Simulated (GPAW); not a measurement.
# Se K ELNES/XANES of zinc-blende (ZnSe)₁₋ₓ(CdSe)ₓ at x = 1 from DFT

Aim: the Se K edge in zinc-blende (ZnSe)₁₋ₓ(CdSe)ₓ at x = 1, one member of a composition series.

Program: GPAW 26.7.0. Level of theory: X-ray absorption from dipole matrix elements to empty bands, plane-wave PAW revPBE. Results are calculated unless marked as measured.

## Step 1: Set-up

The structure is cubic, space group F-43m (No. 216). The conventional cell has a = 6.050 Å, b = 6.050 Å, c = 6.050 Å, α = 90.00°, β = 90.00°, γ = 90.00°. Nearest to Cd lie 4 Se at 2.62 Å. Nearest to Se lie 4 Cd at 2.62 Å. 16-atom zinc-blende cell, 8 of 8 Zn sites taken by Cd at random, lattice constants typed for the ends and interpolated (Vegard). Farther neighbours and most contacts between anions are not listed.

As a file:

```xyz
16
Lattice="0.0000 6.0500 6.0500 6.0500 0.0000 6.0500 6.0500 6.0500 0.0000" Properties=species:S:1:pos:R:3 pbc="T T T"
Cd    0.0000    0.0000    0.0000
Se    1.5125    1.5125    1.5125
Cd    3.0250    3.0250    0.0000
Se    4.5375    4.5375    1.5125
Cd    3.0250    0.0000    3.0250
Se    4.5375    1.5125    4.5375
Cd    6.0500    3.0250    3.0250
Se    7.5625    4.5375    4.5375
Cd    0.0000    3.0250    3.0250
Se    1.5125    4.5375    4.5375
Cd    3.0250    6.0500    3.0250
Se    4.5375    7.5625    4.5375
Cd    3.0250    3.0250    6.0500
Se    4.5375    4.5375    7.5625
Cd    6.0500    6.0500    6.0500
Se    7.5625    7.5625    7.5625
```

## Step 2: Ground state of the crystal

The ground state comes first: it tells whether the system has a gap, which decides how the excited electron is treated.

Input file scf.py:

```python
import numpy as np
from ase import Atoms
from ase.parallel import parprint, paropen
from gpaw import GPAW, PW, FermiDirac, Mixer, MixerDif, setup_paths
from gpaw.test import gen
setup_paths.insert(0, '.')
gen('Se', name='nch1s', xcname='revPBE', corehole=(1, 0, 0), write_xml=True)
from gpaw.mpi import world
world.barrier()

atoms = Atoms('CdSeCdSeCdSeCdSeCdSeCdSeCdSeCdSe',
    cell=[[0, 6.05, 6.05],
     [6.05, 0, 6.05],
     [6.05, 6.05, 0]],
    scaled_positions=[[0, 0, 0],
     [0.125, 0.125, 0.125],
     [0, 0, 0.5],
     [0.125, 0.125, 0.625],
     [0, 0.5, 0],
     [0.125, 0.625, 0.125],
     [0, 0.5, 0.5],
     [0.125, 0.625, 0.625],
     [0.5, 0, 0],
     [0.625, 0.125, 0.125],
     [0.5, 0, 0.5],
     [0.625, 0.125, 0.625],
     [0.5, 0.5, 0],
     [0.625, 0.625, 0.125],
     [0.5, 0.5, 0.5],
     [0.625, 0.625, 0.625]],
    pbc=True)
atoms.calc = calc = GPAW(legacy_gpaw=True, mode=PW(400, force_complex_dtype=True), xc='revPBE', setups={1: 'nch1s'},
    kpts={'size': (4, 4, 4), 'gamma': True}, occupations=FermiDirac(0.05),
    charge=0, mixer=Mixer(0.1, 5, 50), maxiter=150,
    convergence={'density': 0.0001, 'eigenstates': 1e-6}, txt='scf.txt')
energy = atoms.get_potential_energy() + calc.get_reference_energy()
ef = calc.get_fermi_level()
out = dict(energy=energy, fermi=ef, forces=atoms.get_forces().tolist())
parprint(f'all-electron energy {energy:.4f} eV, Fermi level {ef:.4f} eV')
ev = np.array([[calc.get_eigenvalues(k, s) for k in range(len(calc.get_ibz_k_points()))] for s in range(calc.get_number_of_spins())])
out['homo'], out['lumo'], out['counts'] = ev[ev < ef].max(), ev[ev > ef].min(), sorted(set((ev < ef).sum((0, 2)).tolist()))
out['filled'] = (ev[:, 0] < ef).sum(1).tolist()
import json
with paropen('out.json', 'w') as f:
    json.dump(out, f)
```

On the command line:

```console
$ OMP_NUM_THREADS=1 mpirun -n 4 gpaw python scf.py
```

Numbers of over 12 decimals in the logs are rounded to 6 here.

What it wrote:

```text
Input parameters:
  convergence: {density: 0.0001,
                eigenstates: 1e-06}
  kpts: {gamma: True,
         size: (4, 4, 4)}
  maxiter: 150
  mixer: {backend: pulay,
          beta: 0.1,
          method: separate,
          nmaxold: 5,
          weight: 50}
  mode: {ecut: 400.0,
         force_complex_dtype: True,
         name: pw}
  occupations: {fixmagmom: False,
                name: fermi-dirac,
                width: 0.05}
  setups: {1: nch1s}
  xc: revPBE

Initialize ...

[... PAW data sets ...]

Reference energy: -1746299.501001  # eV

Spin-paired calculation

[... convergence settings ...]
Symmetries present (total): 6
  [... symmetry matrices ...]

64 k-points: 4 x 4 x 4 Monkhorst-Pack grid + [1/8,1/8,1/8]
13 k-points in the irreducible part of the Brillouin zone
       k-points in crystal coordinates                weights
   0:     0.00000000    0.00000000    0.00000000          1/64
   1:     0.25000000    0.00000000   -0.25000000          6/64
   2:     0.25000000    0.00000000    0.00000000          6/64
   3:     0.25000000    0.25000000   -0.25000000          6/64
   4:     0.25000000    0.25000000    0.00000000          6/64
   5:     0.25000000    0.25000000    0.25000000          2/64
   6:     0.50000000    0.00000000    0.00000000          3/64
   7:     0.50000000    0.25000000   -0.25000000          6/64
   8:     0.50000000    0.25000000    0.00000000         12/64
   9:     0.50000000    0.25000000    0.25000000          6/64
          ...
  12:     0.50000000    0.50000000    0.50000000          1/64

Wave functions: Plane wave expansion
  Cutoff energy: 400.000 eV
  Number of coefficients (min, max): 7991, 8088
  Pulay-stress correction: 0.000000 eV/Ang^3 (de/decut=0.000000)
  Using FFTW library
  Wavefunction extrapolation:
    Improved wavefunction reuse through dual PAW basis

Occupation numbers: Fermi-Dirac:
  width: 0.0500  # eV

Eigensolver
   Davidson(niter=2)

Densities:
  Coarse grid: 40*40*40 grid
  Fine grid: 80*80*80 grid
  Total Charge: 0.000000

Density mixing:
  Method: separate
  Backend: pulay
  Linear mixing parameter: 0.1
  old densities: 5
  Width of damping distribution: 1.1
  Damping of long wavelength oscillations: 50

[... Hamiltonian set-up ...]
Number of atoms: 16
Number of atomic orbitals: 104
Number of bands in calculation: 91
Number of valence electrons: 144
Bands to converge: occupied

... initialized

Initializing position-dependent things.

Density initialized from atomic densities
Creating initial wave functions:
  91 bands from LCAO basis set

                              Se
                     Se
                         Cd
                       Se
                Cd
             Se             Se
                  Cd
                   Se
         Cd             Cd
                     Se
              Cd
            Se
                Cd
       Cd

Atomic positions and initial magnetic moments

Positions:
   0 Cd     0.000000    0.000000    0.000000    ( 0.0000,  0.0000,  0.0000)
   1 Se     1.512500    1.512500    1.512500    ( 0.0000,  0.0000,  0.0000)
   2 Cd     3.025000    3.025000    0.000000    ( 0.0000,  0.0000,  0.0000)
   3 Se     4.537500    4.537500    1.512500    ( 0.0000,  0.0000,  0.0000)
   4 Cd     3.025000    0.000000    3.025000    ( 0.0000,  0.0000,  0.0000)
   5 Se     4.537500    1.512500    4.537500    ( 0.0000,  0.0000,  0.0000)
   6 Cd     6.050000    3.025000    3.025000    ( 0.0000,  0.0000,  0.0000)
[...]
13 Se     4.537500    4.537500    7.562500    ( 0.0000,  0.0000,  0.0000)
  14 Cd     6.050000    6.050000    6.050000    ( 0.0000,  0.0000,  0.0000)
  15 Se     7.562500    7.562500    7.562500    ( 0.0000,  0.0000,  0.0000)

Unit cell:
           periodic     x           y           z      points  spacing
  1. axis:    yes    0.000000    6.050000    6.050000    40     0.1746
  2. axis:    yes    6.050000    0.000000    6.050000    40     0.1746
  3. axis:    yes    6.050000    6.050000    0.000000    40     0.1746

  Lengths:   8.555992   8.555992   8.555992
  Angles:   60.000000  60.000000  60.000000

Effective grid spacing dv^(1/3) = 0.1906

iter:   1   -42.339755
iter:   2   -41.192631   -2.14  -1.16
iter:   3   -39.558413   -1.41  -1.24
iter:   4   -39.540289   -3.14  -1.62
iter:   5   -39.559220c  -3.33  -1.82
iter:   6   -39.549085c  -3.17  -2.61
iter:   7   -39.546565c  -4.12  -2.42
iter:   8   -39.546369c  -5.35  -3.12
iter:   9   -39.546661c  -4.76  -3.20
iter:  10   -39.546437c  -5.17  -3.25
iter:  11   -39.546383c  -6.12c -3.37
iter:  12   -39.546385c  -6.85c -4.03c

Converged after 12 iterations.

Dipole moment: (-25.940445, -25.940445, -25.940445) |e|*Ang

Energy contributions relative to reference atoms: (reference = -1746299.501001)

Kinetic:       +190.613662
Potential:     -170.911702
External:        +0.000000
XC:             -60.205572
Entropy (-ST):   -0.000029
Local:           +0.957242
SIC:             +0.000000
--------------------------
Free energy:    -39.546400
Extrapolated:   -39.546385

Showing only first 2 kpts
 Kpt  Band  Eigenvalues  Occupancy
  0    70      3.89503    1.99954
  0    71      3.89503    1.99954
  0    72      4.65789    0.00206
  0    73      6.39616    0.00000

  1    70      3.17302    2.00000
  1    71      3.70780    1.99999
  1    72      6.37728    0.00000
  1    73      7.03964    0.00000

Fermi level: 4.31400

Gap: 0.763 eV
Transition (v -> c):
  (s=0, k=0, n=71, [0.00, 0.00, 0.00]) -> (s=0, k=0, n=72, [0.00, 0.00, 0.00])
No difference between direct/indirect transitions

Forces in eV/Ang:
  0 Cd    0.00001    0.00001    0.00001
  1 Se   -0.00015   -0.00015   -0.00015
  2 Cd    0.00000    0.00000    0.00002
  3 Se   -0.00011   -0.00011   -0.00009
  4 Cd    0.00000    0.00002    0.00000
  5 Se   -0.00011   -0.00009   -0.00011
  6 Cd   -0.00004    0.00004    0.00004
[...]
13 Se   -0.00005   -0.00005   -0.00015
 14 Cd   -0.00001   -0.00001   -0.00001
 15 Se   -0.00006   -0.00006   -0.00006
Scalar-relativistic atomic revPBE calculation for Se (Selenium, Z=34)
Core hole in 1s state (1s occupation: 2.0)
600 radial gridpoints.
|------------------------------------------------|
|------------------------------------------------|
[... the atom generator's iteration count ...]

Energy contributions:
-------------------------
Kinetic:    +2477.971916
XC:           -87.964052
Potential:  -4819.436766
-------------------------
Total:      -2429.428902

state      eigenvalue         ekin         rmax
-----------------------------------------------
1s^2.0 :  -459.271306   587.321016        0.029
2s^2.0 :   -59.039756   114.360491        0.164
2p^6.0 :   -51.947080   111.146233        0.132
3s^2.0 :    -7.844713    26.896934        0.502
3p^6.0 :    -5.622153    24.298796        0.500
3d^10.0:    -1.950171    19.203184        0.453
4s^2.0 :    -0.632740     3.600676        1.515
4p^4.0 :    -0.237876     2.227917        1.813
-----------------------------------------------
(units: Bohr and Hartree)

Generating PAW setup
Kinetic energy of the core from tauc = 2492.509997644636
Cutoffs:
rc(s)=1.600
rc(p)=1.900
rc(d)=1.600
rc(vbar)=1.440
rc(comp)=1.600
rc(nct)=1.900

Kinetic energy of the core states: 2461.858897
Charge: 0.0
Core electrons: 28.0
Valence electrons: 6.0
Pseudo-core charge: 1.075173
Shape function alpha=3.906
Pseudo-electron charge 7.361945
state    eigenvalue         norm
--------------------------------
4s(2) :    -0.632740     1.089437
*s    :     0.367260
4p(4) :    -0.237876     1.026974
*p    :     0.762124
*d    :     0.000000
--------------------------------

Diagonalizing with gridspacing h=0.050

state   all-electron     PAW
-------------------------------
4s:      -0.632740    -0.633239
4p:      -0.237876    -0.238247
*d:                    0.036915
*f:                    0.071179
-------------------------------
all-electron energy -1746339.0474 eV, Fermi level 4.3140 eV
```

Wall time 66 s (4 MPI ranks of Arm Neoverse V2, shared host); peak memory 0.38 GiB; 4.4 min of CPU time.

The mesh shows a gap of 0.76 eV. The excited electron is kept all the same, so that all members of the series, with or without a gap, are treated alike.

## Step 3: Reference energy of the cell

The photon energy needs a difference of total energies, so the cell and mesh of the coming hole run are first run without a hole.

Changes to scf.py since step 2:

```diff
@@ -32,3 +32,3 @@
 atoms.calc = calc = GPAW(legacy_gpaw=True, mode=PW(400, force_complex_dtype=True), xc='revPBE', setups={1: 'nch1s'},
-    kpts={'size': (4, 4, 4), 'gamma': True}, occupations=FermiDirac(0.05),
+    kpts={'size': (3, 3, 3), 'gamma': True}, occupations=FermiDirac(0.02),
     charge=0, mixer=Mixer(0.1, 5, 50), maxiter=150,
```

What it wrote:

```text
Input parameters:
  convergence: {density: 0.0001,
                eigenstates: 1e-06}
  kpts: {gamma: True,
         size: (3, 3, 3)}
  maxiter: 150
  mixer: {backend: pulay,
          beta: 0.1,
          method: separate,
          nmaxold: 5,
          weight: 50}
  mode: {ecut: 400.0,
         force_complex_dtype: True,
         name: pw}
  occupations: {fixmagmom: False,
                name: fermi-dirac,
[...]
4s(2) :    -0.632740     1.089437
*s    :     0.367260
4p(4) :    -0.237876     1.026974
*p    :     0.762124
*d    :     0.000000
--------------------------------

Diagonalizing with gridspacing h=0.050

state   all-electron     PAW
-------------------------------
4s:      -0.632740    -0.633239
4p:      -0.237876    -0.238247
*d:                    0.036915
*f:                    0.071179
-------------------------------
all-electron energy -1746339.0182 eV, Fermi level 4.2873 eV
[key lines of the parts left out:]
Converged after 12 iterations.
Dipole moment: (-25.926142, -25.926142, -25.926142) |e|*Ang
Free energy:    -39.517182
Fermi level: 4.28730
```

Elapsed: 31 s, on 4 MPI ranks; peak memory 0.28 GiB; 2 min of CPU time.

Reference energy: -1746339.018 eV with the cores included.

(Continued in part 2 of 2.)

[Banner, clock and machine lines of the logs are left out without a mark of their own.]

[Logs are printed without paths, hosts, clocks, repeated set-up lines and the standing remarks that a program may print on its own settings, such as how far it seeks lower states.]

[Hosts, paths, dates, database ids (printed as entryN), source tags and the programs' standing remarks are cut or masked in the printed files.]

[Lists of maxima count a maximum above −3 eV only where it reaches 4 % of the highest in the window and stands out from its surroundings by 2 % of it (1.5 % where it reaches 55 %); shoulders and weaker maxima are passed over, and of the rest the first, up to two pre-edge ones and the few strongest are named.]
